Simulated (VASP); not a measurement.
# BaS (Fm-3m) in VASP: density of states with PBE

Aim: the density of states of BaS with PBE.

Everything below comes from runs of VASP 6.6.1. Logs are shortened: lines on timing, memory, paths and dates and some standing lists are left out, and cuts for length are marked.

**1. Starting point**

The structure is cubic, space group Fm-3m (No. 225). Conventional cell: a = 6.429 Å, b = 6.429 Å, c = 6.429 Å, α = 90.00°, β = 90.00°, γ = 90.00°. Ba (site symmetry m-3m) has 6 S at 3.21 Å as nearest neighbours. S (site symmetry m-3m) has 6 Ba at 3.21 Å as nearest neighbours.

**2. Density of states, PBE**

File POSCAR:

```
BaS
1.0
    0.0000000000      3.2143926810      3.2143926810
    3.2143926810      0.0000000000      3.2143926810
    3.2143926810      3.2143926810      0.0000000000
Ba S
1 1
Direct
    0.0000000000      0.0000000000      0.0000000000
    0.5000000000      0.5000000000      0.5000000000
```

File INCAR.step1:

```
SYSTEM = BaS
  PREC = Accurate
  ENCUT = 520
  EDIFF = 1E-7
  ISMEAR = 0
  SIGMA = 0.02
  LREAL = .False.
  LASPH = .True.
  NELM = 100
  ALGO = Fast
  ISIF = 2
  LWAVE = .False.
  LCHARG = .True.
  GGA = PE
  NBANDS = 15
```

File KPOINTS.step1:

```
regular mesh
0
Gamma
  8 8 8
  0 0 0
```

File INCAR.step2:

```
SYSTEM = BaS
  PREC = Accurate
  ENCUT = 520
  EDIFF = 1E-7
  ISMEAR = -5
  SIGMA = 0.02
  LREAL = .False.
  LASPH = .True.
  NELM = 100
  ALGO = Fast
  ISIF = 2
  LWAVE = .False.
  LCHARG = .False.
  GGA = PE
  LORBIT = 10
  NEDOS = 2001
  ICHARG = 11
```

File KPOINTS.step2:

```
regular mesh
0
Gamma
  12 12 12
  0 0 0
```

Potentials or basis: VASP PAW PBE potentials, release 64 (Ba_sv, S).

The run is started by

```console
$ cat potpaw_PBE.64/Ba_sv/POTCAR potpaw_PBE.64/S/POTCAR > POTCAR
$ cp INCAR.step1 INCAR
$ cp KPOINTS.step1 KPOINTS
$ mpirun -np 1 vasp_std > vasp.out
$ cp INCAR.step2 INCAR
$ cp KPOINTS.step2 KPOINTS
$ mpirun -np 1 vasp_std > vasp.out
```

OUTCAR:

```text
SYSTEM = BaS
   PREC = Accurate
   ENCUT = 520
   EDIFF = 1E-7
   ISMEAR = -5
   LREAL = .False.
   LASPH = .True.
   NELM = 100
   ISIF = 2
   GGA = PE
   LORBIT = 10
   ICHARG = 11

 ion  position               nearest neighbor table
   1  0.000  0.000  0.000-   2 3.21   2 3.21   2 3.21   2 3.21   2 3.21   2 3.21
   2  0.500  0.500  0.500-   1 3.21   1 3.21   1 3.21   1 3.21   1 3.21   1 3.21

  LATTYP: Found a face centered cubic cell.
 ALAT       =     6.4287853620

  Lattice vectors:

 A1 = (   0.0000000000,   3.2143926810,   3.2143926810)
 A2 = (   3.2143926810,   0.0000000000,   3.2143926810)
 A3 = (   3.2143926810,   3.2143926810,   0.0000000000)

Analysis of symmetry for initial positions (statically):
=====================================================================
 Subroutine PRICEL returns:
 Original cell was already a primitive cell.

 Routine SETGRP: Setting up the symmetry group for a
 face centered cubic supercell.

 Subroutine GETGRP returns: Found 48 space group operations
 (whereof 48 operations were pure point group operations)
 out of a pool of 48 trial point group operations.

The static configuration has the point symmetry O_h .

Analysis of symmetry for dynamics (positions and initial velocities):
=====================================================================
 Subroutine PRICEL returns:
 Original cell was already a primitive cell.

 Routine SETGRP: Setting up the symmetry group for a
 face centered cubic supercell.

 Subroutine GETGRP returns: Found 48 space group operations
 (whereof 48 operations were pure point group operations)
 out of a pool of 48 trial point group operations.

The dynamic configuration has the point symmetry O_h .

 Subroutine INISYM returns: Found 48 space group operations
 (whereof 48 operations are pure point group operations),
 and found     1 'primitive' translations

----------------------------------------------------------------------------------------

                                     Primitive cell

  volume of cell :      66.4243

  direct lattice vectors                    reciprocal lattice vectors
     0.000000000  3.214392681  3.214392681    -0.155550379  0.155550379  0.155550379
     3.214392681  0.000000000  3.214392681     0.155550379 -0.155550379  0.155550379
     3.214392681  3.214392681  0.000000000     0.155550379  0.155550379 -0.155550379

  length of vectors
     4.545837724  4.545837724  4.545837724     0.269421160  0.269421160  0.269421160

  position of ions in fractional coordinates (direct lattice)
     0.000000000  0.000000000  0.000000000
     0.500000000  0.500000000  0.500000000

  ion indices of the primitive-cell ions
   primitive index   ion index
                 1           1
                 2           2

----------------------------------------------------------------------------------------

 KPOINTS: regular mesh

Automatic generation of k-mesh.
 Grid dimensions read from file:
 generate k-points for:   12   12   12

 Generating k-lattice:

  Cartesian coordinates                     Fractional coordinates (reciprocal lattice)
    -0.012962532  0.012962532  0.012962532     0.083333333  0.000000000  0.000000000
     0.012962532 -0.012962532  0.012962532     0.000000000  0.083333333  0.000000000
     0.012962532  0.012962532 -0.012962532     0.000000000  0.000000000  0.083333333

  Length of vectors
     0.022451763  0.022451763  0.022451763

  Shift w.r.t. Gamma in fractional coordinates (k-lattice)
     0.000000000  0.000000000  0.000000000

 TETIRR: Found    247 inequivalent tetrahedra from    10368

 Subroutine IBZKPT returns following result:
 ===========================================

 Found     72 irreducible k-points:

 Following reciprocal coordinates:
            Coordinates               Weight
  0.000000  0.000000  0.000000      1.000000
  0.083333  0.000000  0.000000      8.000000
  0.166667  0.000000  0.000000      8.000000
  0.250000  0.000000  0.000000      8.000000
  0.333333  0.000000  0.000000      8.000000
  0.416667  0.000000  0.000000      8.000000
[... 16 lines left out ...]
  0.500000  0.166667  0.000000     24.000000
 -0.416667  0.166667  0.000000     24.000000
 [... further k-points ...]
   k-points           NKPTS =     72   k-points in BZ     NKDIM =     72   number of bands    NBANDS=     12
   number of dos      NEDOS =   2001   number of ions     NIONS =      2
   total plane-waves  NPLWV =  46656
   dimension x,y,z NGX =    36 NGY =   36 NGZ =   36
   dimension x,y,z NGXF=    72 NGYF=   72 NGZF=   72
   ions per type =               1   1
   NGX,Y,Z   is equivalent  to a cutoff of  13.17, 13.17, 13.17 a.u.
   NGXF,Y,Z  is equivalent  to a cutoff of  26.33, 26.33, 26.33 a.u.
 SYSTEM =  BaS
   PREC   = accura    normal or accurate (medium, high low for compatibility)
   ISTART =      0    job   : 0-new  1-cont  2-samecut
   ICHARG =     11    charge: 1-file 2-atom 10-const
   ISPIN  =      1    spin polarized calculation?
   LNONCOLLINEAR =      F non collinear calculations
   LSORBIT =      F    spin-orbit coupling
   LASPH  =      T    aspherical Exc in radial PAW
   ENCUT  =  520.0 eV  38.22 Ry    6.18 a.u.   8.45  8.45  8.45*2*pi/ulx,y,z
   NELM   =    100;   NELMIN=  2; NELMDL=  0     # of ELM steps
   EDIFF  = 0.1E-06   stopping-criterion for ELM
   LREAL  =      F    real-space projection
   EDIFFG = 0.1E-05   stopping-criterion for IOM
   NSW    =      0    number of steps for IOM
   IBRION =     -1    ionic relax: 0-MD 1-quasi-New 2-CG
   NFREE  =      0    steps in history (QN), initial steepest desc. (CG)
   ISIF   =      2    stress and relaxation
   ISYM   =      2    0-nonsym 1-usesym 2-fastsym
   POTIM  = 0.5000    time-step for ionic-motion
   TEBEG  =    0.0;   TEEND  =   0.0 temperature during run
   PSTRESS=    0.0 pullay stress
   NELECT =      16.0000    total number of electrons
   NUPDOWN=      -1.0000    fix difference up-down
   EMIN   =  10.00;   EMAX   =-10.00  energy-range for DOS
   EFERMI =   0.00;   METHOD = LEGACY
   ISMEAR =    -5;   SIGMA  =   0.02  broadening in eV -4-tet -1-fermi 0-gaus
   EFERMI_NEDOS =   21; number of points for ismear=-14 and -15
   IALGO  =     68    algorithm
   IMIX   =      4    mixing-type and parameters
     AMIX     =   0.40;   BMIX     =  1.00
     AMIX_MAG =   1.60;   BMIX_MAG =  1.00
  volume/ion in A,a.u.               =      33.21       224.13
  Fermi-wavevector in a.u.,A,eV,Ry     =   1.018605  1.924885 14.116814  1.037557
  Thomas-Fermi vector in A             =   2.152072
   LORBIT       =     10    0 simple, 1 ext, 2 COOP (PROOUT), +10 PAW based schemes
   GGA     = PE    functional components
   LHFCALC =     F    Hartree Fock is set to
   AEXX    =    0.0000 exact exchange contribution
   IVDW    =     0    specifies the selected vdW correction
   LEPSILON=     F    determine dielectric tensor
   LRPA    =     F    only Hartree local field effects (RPA)
 non-spin polarized calculation
 RMM-DIIS sequential band-by-band and
 Fermi weights with tetrahedron method with Bloechl corrections
  energy-cutoff  :      520.00
  volume of cell :       66.42
 maximum number of plane-waves:      1820
 NGX is ok and might be reduce to    36

 number of electron      16.0000002 magnetization

 Free energy of the ion-electron system (eV)
  ---------------------------------------------------
  ext. energy  EPLUGINS =         0.00000000
  ---------------------------------------------------
  free energy    TOTEN  =       -10.19271331 eV

  energy without entropy =      -10.19271331  energy(sigma->0) =      -10.19271331

 E-fermi :   1.3711     XC(G=0):  -8.5458

 val. band max:        1.3545412235   @ k =   0.0000   0.0000   0.0000
 cond. band min:       3.4934765014   @ k =   0.5000   0.5000   0.0000
 fundamental gap:      2.1389352779
 Fermi energy:         1.3710503402

 k-point     1 :       0.0000    0.0000    0.0000
  band No.  band energies     occupation
      1     -24.7816      2.00000
      2      -9.8392      2.00000
      3      -9.8392      2.00000
      4      -9.8392      2.00000
      5      -8.9763      2.00000
      6       1.3545      2.00000
      7       1.3545      2.00000
      8       1.3545      2.00000
      9       4.8604      0.00000
     10       5.2200      0.00000
     11       5.2200      0.00000
     12       5.2200      0.00000

 k-point     2 :       0.0833    0.0000    0.0000
  band No.  band energies     occupation
      1     -24.7789      2.00000
      2      -9.9780      2.00000
      3      -9.8417      2.00000
      4      -9.8417      2.00000
      5      -8.8315      2.00000
      6       1.1590      2.00000
      7       1.2587      2.00000
      8       1.2587      2.00000
      9       5.0963      0.00000
     10       5.2610      0.00000
     11       5.3228      0.00000
     12       5.3228      0.00000

 k-point     3 :       0.1667    0.0000    0.0000
  band No.  band energies     occupation
      1     -24.7715      2.00000
      2     -10.2446      2.00000
      3      -9.8485      2.00000
      4      -9.8485      2.00000
      5      -8.5477      2.00000
      6       0.7155      2.00000
      7       1.0243      2.00000
      8       1.0243      2.00000
      9       5.2507      0.00000
     10       5.6193      0.00000
     11       5.6194      0.00000
     12       5.8293      0.00000
[... 286 lines left out ...]
 k-point    23 :       0.5000    0.1667    0.0000
  band No.  band energies     occupation
      1     -24.7381      2.00000
      2     -10.7522      2.00000
      3      -9.9602      2.00000
      4      -9.9119      2.00000
      5      -8.0375      2.00000
      6      -0.1899      2.00000
      7       0.4536      2.00000
      8       0.5089      2.00000
      9       5.5990      0.00000
     10       7.0502      0.00000
     11       7.8036      0.00000
     12       8.0881      0.00000

 k-point    24 :      -0.4167    0.1667    0.0000
  band No.  band energies     occupation
      1     -24.7374      2.00000
      2     -10.7709      2.00000
      3      -9.9816      2.00000
      4      -9.8965      2.00000
      5      -7.9983      2.00000
      6      -0.2657      2.00000
      7       0.3911      2.00000
      8       0.5310      2.00000
      9       6.2548      0.00000
     10       6.5339      0.00000
     11       7.4236      0.00000
     12       8.1395      0.00000

 [... further k-points ...]
[... 5 lines left out ...]
  --------------------------------------------------------------------------------------
  -------------------------------------------------------------------------------------
  Total        0.2241722      0.2241722      0.2241722      0.0000000      0.0000000      0.0000000
  in kB        5.4071150      5.4071150      5.4071150      0.0000000      0.0000000      0.0000000
  external PRESSURE =       5.4071150 kB  Pullay stress =       0.0000000 kB

 VOLUME and BASIS-vectors are now :
 -----------------------------------------------------------------------------
  energy-cutoff  :      520.00
  volume of cell :       66.42
      direct lattice vectors                 reciprocal lattice vectors
     0.000000000  3.214392681  3.214392681    -0.155550379  0.155550379  0.155550379
     3.214392681  0.000000000  3.214392681     0.155550379 -0.155550379  0.155550379
     3.214392681  3.214392681  0.000000000     0.155550379  0.155550379 -0.155550379

 POSITION                                       TOTAL-FORCE (eV/Angst)
 -----------------------------------------------------------------------------------
      0.00000      0.00000      0.00000        -0.000000     -0.000000      0.000000
      3.21439      3.21439      3.21439         0.000000      0.000000     -0.000000
 -----------------------------------------------------------------------------------
    total drift:                                0.000000      0.000000      0.000000

  FREE ENERGIE OF THE ION-ELECTRON SYSTEM (eV)
  ---------------------------------------------------
  free  energy   TOTEN  =       -10.1927133128 eV

  energy  without entropy=      -10.1927133128  energy(sigma->0) =      -10.19271331

 total charge

# of ion       s       p       d       tot
------------------------------------------
    1        2.010   5.618   0.268   7.896
    2        1.321   2.424   0.000   3.744
--------------------------------------------------
tot          3.330   8.042   0.268  11.640
```

Run time: 2.3 min. Hardware: 1 thread of Intel Xeon Platinum 8375C at 2.90GHz (Ice Lake), shared host; peak memory 0.23 GiB.

What came out:

```yaml
Valence_electrons_inside_the_program's_atomic_spheres: Ba 7.90; S 3.74
```

States per cell in windows of 0.5 eV (zero at the valence-band top; states under -8 eV left out):
| from (eV) | total | Ba1_d | S2_p | Ba1_p | S2_s | Ba1_s | S2_d |
| --- | --- | --- | --- | --- | --- | --- | --- |
| -8.0 | 0.00 | 0.00 | 0.00 | 0.00 | 0.00 | 0.00 | 0.00 |
| -7.5 | 0.00 | 0.00 | 0.00 | 0.00 | 0.00 | 0.00 | 0.00 |
| -7.0 | 0.00 | 0.00 | 0.00 | 0.00 | 0.00 | 0.00 | 0.00 |
| -6.5 | 0.00 | 0.00 | 0.00 | 0.00 | 0.00 | 0.00 | 0.00 |
| -6.0 | 0.00 | 0.00 | 0.00 | 0.00 | 0.00 | 0.00 | 0.00 |
| -5.5 | 0.00 | 0.00 | 0.00 | 0.00 | 0.00 | 0.00 | 0.00 |
| -5.0 | 0.00 | 0.00 | 0.00 | 0.00 | 0.00 | 0.00 | 0.00 |
| -4.5 | 0.00 | 0.00 | 0.00 | 0.00 | 0.00 | 0.00 | 0.00 |
| -4.0 | 0.00 | 0.00 | 0.00 | 0.00 | 0.00 | 0.00 | 0.00 |
| -3.5 | 0.00 | 0.00 | 0.00 | 0.00 | 0.00 | 0.00 | 0.00 |
| -3.0 | 0.00 | 0.00 | 0.00 | 0.00 | 0.00 | 0.00 | 0.00 |
| -2.5 | 0.00 | 0.00 | 0.00 | 0.00 | 0.00 | 0.00 | 0.00 |
| -2.0 | 0.39 | 0.01 | 0.13 | 0.00 | 0.00 | 0.01 | 0.00 |
| -1.5 | 1.28 | 0.05 | 0.47 | 0.02 | 0.00 | 0.03 | 0.00 |
| -1.0 | 2.96 | 0.16 | 1.21 | 0.09 | 0.00 | 0.01 | 0.00 |
| -0.5 | 1.31 | 0.03 | 0.58 | 0.05 | 0.00 | 0.00 | 0.00 |
| 0.0 | 0.00 | 0.00 | 0.00 | 0.00 | 0.00 | 0.00 | 0.00 |
| 0.5 | 0.00 | 0.00 | 0.00 | 0.00 | 0.00 | 0.00 | 0.00 |
| 1.0 | 0.00 | 0.00 | 0.00 | 0.00 | 0.00 | 0.00 | 0.00 |
| 1.5 | 0.00 | 0.00 | 0.00 | 0.00 | 0.00 | 0.00 | 0.00 |
| 2.0 | 0.06 | 0.02 | 0.00 | 0.00 | 0.00 | 0.00 | 0.00 |
| 2.5 | 0.23 | 0.07 | 0.01 | 0.00 | 0.00 | 0.00 | 0.00 |
| 3.0 | 0.36 | 0.12 | 0.01 | 0.00 | 0.00 | 0.00 | 0.00 |
| 3.5 | 0.61 | 0.19 | 0.03 | 0.00 | 0.00 | 0.00 | 0.00 |
| 4.0 | 0.72 | 0.22 | 0.04 | 0.01 | 0.01 | 0.01 | 0.00 |
| 4.5 | 0.77 | 0.24 | 0.04 | 0.01 | 0.02 | 0.01 | 0.00 |
| 5.0 | 1.20 | 0.41 | 0.08 | 0.01 | 0.03 | 0.02 | 0.00 |
| 5.5 | 1.26 | 0.48 | 0.08 | 0.01 | 0.03 | 0.02 | 0.00 |
| 6.0 | 1.67 | 0.83 | 0.06 | 0.01 | 0.04 | 0.02 | 0.00 |
| 6.5 | 0.99 | 0.52 | 0.03 | 0.01 | 0.02 | 0.01 | 0.00 |
| 7.0 | 0.12 | 0.07 | 0.00 | 0.00 | 0.00 | 0.00 | 0.00 |
| 7.5 | 0.00 | 0.00 | 0.00 | 0.00 | 0.00 | 0.00 | 0.00 |
